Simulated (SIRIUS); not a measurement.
# Sb (P-1) in SIRIUS: notebook

The runs below take Sb through single point, with PBE.

Program: SIRIUS 7.12.0. These are calculated values, not measurements. Logs are shortened: lines on timing, memory, paths and dates and some standing lists are left out, and cuts for length are marked. The log counts tension as positive stress, the text compression.

### Step 1. The cell of the first run

The typed cell holds 2 atoms: a = 4.507 Å, b = 4.507 Å, c = 4.507 Å, α = 57.11°, β = 57.11°, γ = 57.11°.

### Step 2. Single point, PBE (atoms moved at random)

The input, sirius.json:

```json
{
  "control": {
    "processing_unit": "cpu",
    "std_evp_solver_name": "lapack",
    "gen_evp_solver_name": "lapack",
    "verbosity": 2,
    "print_forces": true,
    "ortho_rf": true,
    "use_second_variation": true,
    "rmt_max": 3.0,
    "num_bands_to_print": 24,
    "save_wf": true
  },
  "parameters": {
    "electronic_structure_method": "full_potential_lapwlo",
    "xc_functionals": ["XC_GGA_X_PBE", "XC_GGA_C_PBE"],
    "core_relativity": "dirac",
    "valence_relativity": "iora",
    "num_fv_states": 30,
    "smearing": "fermi_dirac",
    "smearing_width": 0.0018374661,
    "pw_cutoff": 20,
    "gk_cutoff": 3.31,
    "lmax_apw": 10,
    "lmax_rho": 8,
    "lmax_pot": 8,
    "num_mag_dims": 0,
    "auto_rmt": 0,
    "ngridk": [8, 8, 8],
    "shiftk": [0, 0, 0],
    "num_dft_iter": 80,
    "energy_tol": 1e-07,
    "density_tol": 1e-05,
    "use_symmetry": true
  },
  "settings": {"tol_ne": 1e-10},
  "iterative_solver": {"type": "exact"},
  "mixer": {"type": "anderson", "beta": 0.5, "max_history": 8},
  "unit_cell": {
    "lattice_vectors": [
      [4.0708480177, 2.3503051989, 7.1015907763],
      [-4.0708480177, 2.3503051989, 7.1015907763],
      [0.0, -4.7006103977, 7.1015907763]
    ],
    "atom_types": ["Sb"],
    "atom_files": {"Sb": "Sb.json"},
    "atoms": {"Sb": [[0.76152, 0.774088, 0.787057], [0.216046, 0.222525, 0.26114]]}
  }
}
```

The input, Sb.json:

```json
{
  "name": "antimony",
  "symbol": "Sb",
  "number": 51,
  "mass": 121.76,
  "rmin": 1e-06,
  "rmt": 2.54,
  "nrmt": 800,
  "rinf": 15.52,
  "core": "1s2s2p3s3p3d",
  "valence": [
    {"basis": [{"enu": 0.01, "dme": 0, "n": 0, "auto": 0}, {"enu": 0.01, "dme": 1, "n": 0, "auto": 0}]},
    {"l": 0, "n": 1, "basis": [{"enu": 0.0119, "dme": 0, "n": 0, "auto": 0}]},
    {"l": 1, "n": 2, "basis": [{"enu": 0.11, "dme": 0, "n": 0, "auto": 0}]},
    {"l": 2, "n": 3, "basis": [{"enu": 0.11, "dme": 0, "n": 0, "auto": 0}]},
    {"l": 3, "n": 4, "basis": [{"enu": 0.11, "dme": 0, "n": 0, "auto": 0}]}
  ],
  "lo": [
    {
      "l": 0,
      "basis": [{"enu": 0.0119, "dme": 0, "n": 0, "auto": 0}, {"enu": 0.0119, "dme": 1, "n": 0, "auto": 0}]
    },
    {
      "l": 0,
      "basis": [{"enu": -5.147, "dme": 0, "n": 4, "auto": 1}, {"enu": -5.147, "dme": 1, "n": 4, "auto": 1}]
    },
    {
      "l": 0,
      "basis": [{"enu": -5.147, "dme": 1, "n": 4, "auto": 1}, {"enu": 0.0119, "dme": 0, "n": 0, "auto": 0}]
    },
    {
      "l": 0,
      "basis": [{"enu": 0.0119, "dme": 0, "n": 0, "auto": 0}, {"enu": 2.492, "dme": 0, "n": 0, "auto": 0}]
    },
    {"l": 1, "basis": [{"enu": 0.11, "dme": 0, "n": 0, "auto": 0}, {"enu": 0.11, "dme": 1, "n": 0, "auto": 0}]},
    {
      "l": 1,
      "basis": [{"enu": -3.435, "dme": 0, "n": 4, "auto": 1}, {"enu": -3.435, "dme": 1, "n": 4, "auto": 1}]
    },
    {"l": 1, "basis": [{"enu": -3.435, "dme": 1, "n": 4, "auto": 1}, {"enu": 0.11, "dme": 0, "n": 0, "auto": 0}]},
    {"l": 1, "basis": [{"enu": 0.11, "dme": 0, "n": 0, "auto": 0}, {"enu": 2.962, "dme": 0, "n": 0, "auto": 0}]},
    {"l": 2, "basis": [{"enu": 0.11, "dme": 0, "n": 0, "auto": 0}, {"enu": 0.11, "dme": 1, "n": 0, "auto": 0}]},
    {
      "l": 2,
      "basis": [{"enu": -0.9418, "dme": 0, "n": 4, "auto": 1}, {"enu": -0.9418, "dme": 1, "n": 4, "auto": 1}]
    },
    {
      "l": 2,
      "basis": [{"enu": -0.9418, "dme": 1, "n": 4, "auto": 1}, {"enu": 0.11, "dme": 0, "n": 0, "auto": 0}]
    },
    {"l": 2, "basis": [{"enu": 0.11, "dme": 0, "n": 0, "auto": 0}, {"enu": 3.334, "dme": 0, "n": 0, "auto": 0}]},
    {"l": 3, "basis": [{"enu": 0.11, "dme": 0, "n": 0, "auto": 0}, {"enu": 0.11, "dme": 1, "n": 0, "auto": 0}]},
    {"l": 3, "basis": [{"enu": 0.11, "dme": 0, "n": 0, "auto": 0}, {"enu": 2.807, "dme": 0, "n": 0, "auto": 0}]}
  ],
  "free_atom": [... radial grid and density of the free atom, the start of the SCF ...]
}
```

The input, sirius_start.json:

```json
{
  "control": {
    "processing_unit": "cpu",
    "std_evp_solver_name": "lapack",
    "gen_evp_solver_name": "lapack",
    "verbosity": 1,
    "print_forces": false,
    "ortho_rf": true,
    "use_second_variation": true,
    "rmt_max": 3.0,
    "num_bands_to_print": 24,
    "save_wf": false
  },
  "parameters": {
    "electronic_structure_method": "full_potential_lapwlo",
    "xc_functionals": ["XC_LDA_X", "XC_LDA_C_PW"],
    "core_relativity": "dirac",
    "valence_relativity": "iora",
    "num_fv_states": 30,
    "smearing": "fermi_dirac",
    "smearing_width": 0.0055123983,
    "pw_cutoff": 20,
    "gk_cutoff": 2.65,
    "lmax_apw": 10,
    "lmax_rho": 8,
    "lmax_pot": 8,
    "num_mag_dims": 0,
    "auto_rmt": 0,
    "ngridk": [3, 3, 3],
    "shiftk": [0, 0, 0],
    "num_dft_iter": 30,
    "energy_tol": 0.01,
    "density_tol": 0.05,
    "use_symmetry": true
  },
  "settings": {"tol_ne": 1e-10},
  "iterative_solver": {"type": "exact"},
  "mixer": {"type": "anderson", "beta": 0.5, "max_history": 8},
  "unit_cell": {
    "lattice_vectors": [
      [4.0708480177, 2.3503051989, 7.1015907763],
      [-4.0708480177, 2.3503051989, 7.1015907763],
      [0.0, -4.7006103977, 7.1015907763]
    ],
    "atom_types": ["Sb"],
    "atom_files": {"Sb": "Sb.json"},
    "atoms": {"Sb": [[0.76152, 0.774088, 0.787057], [0.216046, 0.222525, 0.26114]]}
  }
}
```

Potentials or basis: all-electron FP-LAPW, apw+lo standard.

Command:

```console
OMP_NUM_THREADS=1 sirius.scf --input=sirius_start.json --output=start.json
OMP_NUM_THREADS=1 sirius.scf --input=sirius.json --output=output.json --task=1
```

Log:

```text
[info] SIRIUS version : 7.12.0
[info] number of MPI ranks           : 1
[info] MPI grid                      : 1 1
[info] maximum number of OMP threads : 1
[fft] FFT context for density and potential
[fft] =====================================
[fft]   plane wave cutoff                     : 20
[fft]   grid size                             : 60 60 60   total : 216000
[fft]   grid limits                           : -29 30   -29 30   -29 30
[fft]   number of G-vectors within the cutoff : 55077
[fft]   number of G-shells                    : 5002
[fft] FFT context for coarse grid
[fft] =====================================
[fft]   plane wave cutoff                     : 6.62
[fft]   grid size                             : 20 20 20   total : 8000
[fft]   grid limits                           : -9 10   -9 10   -9 10
[fft]   number of G-vectors within the cutoff : 1989
[fft]   number of G-shells                    : 214
[unit cell] lattice vectors
[unit cell]   a1 :       4.0708480177      2.3503051989      7.1015907763
[unit cell]   a2 :      -4.0708480177      2.3503051989      7.1015907763
[unit cell]   a3 :       0.0000000000     -4.7006103977      7.1015907763
[unit cell] reciprocal lattice vectors
[unit cell]   b1 :       0.7717292908      0.4455581138      0.2949191482
[unit cell]   b2 :      -0.7717292908      0.4455581138      0.2949191482
[unit cell]   b3 :       0.0000000000     -0.8911162275      0.2949191482
[unit cell] unit cell volume :       407.67684283 [a.u.^3]
[unit cell] 1/sqrt(omega)    :         0.04952700
[unit cell] MT volume        :       137.28394634 (33.67%)
[unit cell] IT volume        :       270.39289649 (66.33%)
[unit cell] number of atom types : 1
[unit cell] type id : 0 symbol : Sb mt_radius :   2.540000 num_atoms : 2
[unit cell] total number of atoms : 2
[unit cell] number of symmetry classes : 1
[unit cell] atom id  type id  class id             position                      vector_field
[unit cell] ------------------------------------------------------------------------------------------
[unit cell]      0        0        0      0.76152   0.77409   0.78706      0.00000   0.00000   0.00000
[unit cell]      1        0        0      0.21605   0.22253   0.26114      0.00000   0.00000   0.00000
[unit cell] atom id         position (Cartesian, a.u.)
[unit cell] ---------------------------------------------
[unit cell]      0      -0.051162   -0.090501   16.494616
[unit cell]      1      -0.026375   -0.196742    4.969061
[unit cell] class id : 0 atom id : 0 1
[unit cell] minimum bond length:     5.317756
[sym] space group number   : 2
[sym] international symbol : P-1
[sym] Hall symbol          : -P 1
[... 516 lines left out ...]
[diagonalize] ik:  259   -5.082945   -5.082913   -3.354534   -3.354425   -3.354310   -3.354274   -3.353556   -3.353453   -0.853338   -0.852353   -0.850292   -0.850179   -0.848778   -0.846542   -0.846351   -0.846209   -0.844830   -0.844245   -0.191410   -0.090773    0.167008    0.179213    0.203569    0.232237
[generate_core_charge_density] atom class : 0
[generate_core_charge_density]   n,l,k : 1 0 1  energy :       -1112.64233532
[generate_core_charge_density]   n,l,k : 2 0 1  energy :        -168.94706290
[generate_core_charge_density]   n,l,k : 2 1 1  energy :        -158.03143319
[generate_core_charge_density]   n,l,k : 2 1 2  energy :        -148.77578841
[generate_core_charge_density]   n,l,k : 3 0 1  energy :         -32.81896112
[generate_core_charge_density]   n,l,k : 3 1 1  energy :         -28.35764659
[generate_core_charge_density]   n,l,k : 3 1 2  energy :         -26.64953924
[generate_core_charge_density]   n,l,k : 3 2 2  energy :         -18.77419482
[generate_core_charge_density]   n,l,k : 3 2 3  energy :         -18.41917467
[find] Total energy                   :  -12967.16213753 (Ha),  -25934.32427506 (Ry)
[find] iteration : 1, RMS (target) : 2.1858e-01 (1.0000e-05) , energy difference (target) : 5.2731e-05 (1.0000e-07)
[find] Total energy                   :  -12967.16205416 (Ha),  -25934.32410831 (Ry)
[find] iteration : 2, RMS (target) : 6.6691e-03 (1.0000e-05) , energy difference (target) : 8.3372e-05 (1.0000e-07)
[find] Total energy                   :  -12967.16207372 (Ha),  -25934.32414745 (Ry)
[find] iteration : 3, RMS (target) : 1.9286e-03 (1.0000e-05) , energy difference (target) : -1.9568e-05 (1.0000e-07)
[find] Total energy                   :  -12967.16207765 (Ha),  -25934.32415530 (Ry)
[find] iteration : 4, RMS (target) : 3.9729e-04 (1.0000e-05) , energy difference (target) : -3.9276e-06 (1.0000e-07)
[... 15 lines left out ...]
[find] valence_eval_sum               :     -77.15048427
[find] core_eval_sum                  :   -7777.43857912
[find] kinetic energy                 :   13678.23466683
[find] enuc                           :  -15760.36062971
[find] <rho|V^{XC}>                   :    -445.66421679
[find] <rho|E^{XC}>                   :    -341.45638763
[find] <mag|B^{XC}>                   :       0.00000000
[find] <rho|V^{H}>                    :  -21087.15951343
[find] smearing (-TS)                 :      -0.00006402
[find] SCF correction                 :       0.00002902
[find] Total energy                   :  -12967.16207820 (Ha),  -25934.32415641 (Ry)
[find] Free energy (E-TS)             :  -12967.16214222 (Ha),  -25934.32428444 (Ry)
[find] band gap (eV)                  :       0.00000000
[find] Efermi                         :       0.23448654
[find] iteration : 7, RMS (target) : 1.3037e-06 (1.0000e-05) , energy difference (target) : 8.9763e-08 (1.0000e-07)
[find] converged after 8 SCF iterations!
[find] Charges and magnetic moments
[find] --------------------------------------------------------------------------------
[find] atom      charge    core leakage
[find] --------------------------------------------------------------------------------
[find]    0   48.839365    2.592742e-11
[find]    1   48.839365    2.592742e-11
[find] total core leakage    : 5.18548385e-11
[find] interstitial charge   : 4.321267
[find] total charge          : 101.999996
[find] Energy
[find] --------------------------------------------------------------------------------
[find] valence_eval_sum               :     -77.15048427
[find] core_eval_sum                  :   -7777.43857912
[find] kinetic energy                 :   13678.23466683
[find] enuc                           :  -15760.36062971
[find] <rho|V^{XC}>                   :    -445.66421679
[find] <rho|E^{XC}>                   :    -341.45638763
[find] <mag|B^{XC}>                   :       0.00000000
[find] <rho|V^{H}>                    :  -21087.15951343
[find] smearing (-TS)                 :      -0.00006402
[find] SCF correction                 :       0.00002902
[find] Total energy                   :  -12967.16207820 (Ha),  -25934.32415641 (Ry)
[find] Free energy (E-TS)             :  -12967.16214222 (Ha),  -25934.32428444 (Ry)
[find] band gap (eV)                  :       0.00000000
[find] Efermi                         :       0.23448654
[ground_state]
[ground_state] ==== total Forces in Ha/bohr =====
[ground_state] atom:    0, force:       0.0009069     -0.0047569     -0.0138229
[ground_state] atom:    1, force:      -0.0009069      0.0047569      0.0138229
[ground_state] ==== contribution from density =====
[ground_state] atom:    0, force:      -0.0030597      0.0029960      0.2216998
[ground_state] atom:    1, force:       0.0030597     -0.0029960     -0.2216998
[ground_state] ==== contribution from Hartree potential =====
[ground_state] atom:    0, force:       0.0059737     -0.0176086     -0.3038299
[ground_state] atom:    1, force:      -0.0059737      0.0176086      0.3038299
[ground_state] ==== contribution from IBS =====
[ground_state] atom:    0, force:      -0.0020072      0.0098557      0.0683072
[ground_state] atom:    1, force:       0.0020072     -0.0098557     -0.0683072
```

Wall time 7.8 min (1 thread of Intel Xeon at 2.50GHz (Skylake/Cascade Lake), shared host); peak memory 1.2 GiB.

What came out:

```yaml
Free_energy: -352854.4576 eV
Largest_force: 0.753 eV/Å
Band_gap_on_the_k_mesh: none (metal or under the smearing width)
All_electrons_inside_the_program's_atomic_spheres: Sb 48.84 (radii Sb 2.54 bohr)
```

Forces in eV/Å, atoms in the order of the input:
```
Sb   0.047 -0.245 -0.711
Sb  -0.047  0.245  0.711
```

Levels at points of the mesh, in eV from the Fermi level:
| k point | band 19 | band 20 | band 21 | band 22 | band 23 | band 24 | band 25 | band 26 | band 27 | band 28 |
| --- | --- | --- | --- | --- | --- | --- | --- | --- | --- | --- |
| (0.00, 0.00, 0.00) | -12.87 | -4.81 | -2.07 | -1.95 | -1.87 | 1.67 | 2.39 | 2.72 | 5.10 | 5.31 |
| (0.50, 0.00, 0.00) | -10.61 | -9.62 | -2.30 | -1.99 | -0.34 | -0.29 | 0.38 | 0.79 | 7.48 | 8.50 |
| (0.00, 0.50, 0.00) | -10.66 | -9.54 | -2.33 | -1.96 | -0.37 | -0.30 | 0.37 | 0.79 | 7.44 | 8.52 |
| (0.50, 0.50, 0.00) | -10.42 | -8.40 | -5.22 | -3.78 | -3.76 | 1.38 | 4.95 | 5.61 | 7.07 | 9.09 |
| (0.00, 0.00, 0.50) | -10.41 | -9.86 | -2.22 | -2.10 | -0.33 | -0.18 | 0.46 | 0.72 | 7.59 | 8.40 |
| (0.50, 0.00, 0.50) | -10.56 | -8.07 | -5.44 | -3.83 | -3.65 | 1.21 | 4.99 | 5.79 | 6.89 | 9.06 |
| (0.00, 0.50, 0.50) | -10.53 | -8.14 | -5.39 | -3.82 | -3.67 | 1.24 | 4.99 | 5.75 | 6.93 | 9.06 |
| (0.50, 0.50, 0.50) | -11.50 | -8.77 | -1.75 | -1.42 | -0.74 | 0.03 | 0.37 | 1.24 | 6.77 | 8.81 |

The run has no spin-orbit coupling, so splittings on Sb are missing.

### Step 3. Single point, PBE (atoms moved at random)

Edit sirius.json of step 2 so:

```diff
@@ -46,3 +46,3 @@
     "atom_files": {"Sb": "Sb.json"},
-    "atoms": {"Sb": [[0.76152, 0.774088, 0.787057], [0.216046, 0.222525, 0.26114]]}
+    "atoms": {"Sb": [[0.762578, 0.792022, 0.736451], [0.208087, 0.282169, 0.245214]]}
   }
```

Sb.json is that of step 2.

Edit sirius_start.json of step 2 so:

```diff
@@ -46,3 +46,3 @@
     "atom_files": {"Sb": "Sb.json"},
-    "atoms": {"Sb": [[0.76152, 0.774088, 0.787057], [0.216046, 0.222525, 0.26114]]}
+    "atoms": {"Sb": [[0.762578, 0.792022, 0.736451], [0.208087, 0.282169, 0.245214]]}
   }
```

Potentials or basis: all-electron FP-LAPW, apw+lo standard.

Command:

```console
OMP_NUM_THREADS=1 sirius.scf --input=sirius_start.json --output=start.json
OMP_NUM_THREADS=1 sirius.scf --input=sirius.json --output=output.json --task=1
```

It took 7.9 min on 1 thread of Intel Xeon at 2.50GHz (Skylake/Cascade Lake), shared host; peak memory 1.2 GiB.

The run converged. Its results:

```yaml
Free_energy: -352854.4736 eV
Largest_force: 0.261 eV/Å
Band_gap_on_the_k_mesh: none (metal or under the smearing width)
All_electrons_inside_the_program's_atomic_spheres: Sb 48.79 (radii Sb 2.54 bohr)
```

Forces in eV/Å, atoms in the order of the input:
```
Sb   0.029 -0.055  0.253
Sb  -0.029  0.055 -0.253
```

Levels at points of the mesh, in eV from the Fermi level:
| k point | band 20 | band 21 | band 22 | band 23 | band 24 | band 25 | band 26 | band 27 |
| --- | --- | --- | --- | --- | --- | --- | --- | --- |
| (0.00, 0.00, 0.00) | -4.72 | -2.14 | -1.60 | -1.37 | 2.67 | 2.85 | 3.14 | 4.84 |
| (0.50, 0.00, 0.00) | -9.18 | -1.40 | -1.15 | -0.79 | -0.23 | 0.22 | 0.39 | 7.65 |
| (0.00, 0.50, 0.00) | -9.66 | -1.52 | -1.33 | -0.19 | -0.17 | 0.04 | 0.41 | 7.87 |
| (0.50, 0.50, 0.00) | -7.85 | -5.32 | -3.81 | -3.33 | 2.03 | 5.05 | 5.25 | 7.07 |
| (0.00, 0.00, 0.50) | -9.72 | -1.64 | -1.21 | -0.13 | -0.07 | -0.04 | 0.35 | 7.97 |
| (0.50, 0.00, 0.50) | -7.67 | -5.44 | -3.79 | -3.32 | 1.92 | 5.11 | 5.31 | 6.99 |
| (0.00, 0.50, 0.50) | -7.45 | -5.59 | -3.67 | -3.42 | 1.83 | 5.02 | 5.49 | 6.90 |
| (0.50, 0.50, 0.50) | -9.35 | -1.16 | -0.39 | -0.37 | 0.11 | 0.44 | 0.97 | 7.60 |

Spin-orbit coupling is left out, which matters for the levels of Sb.
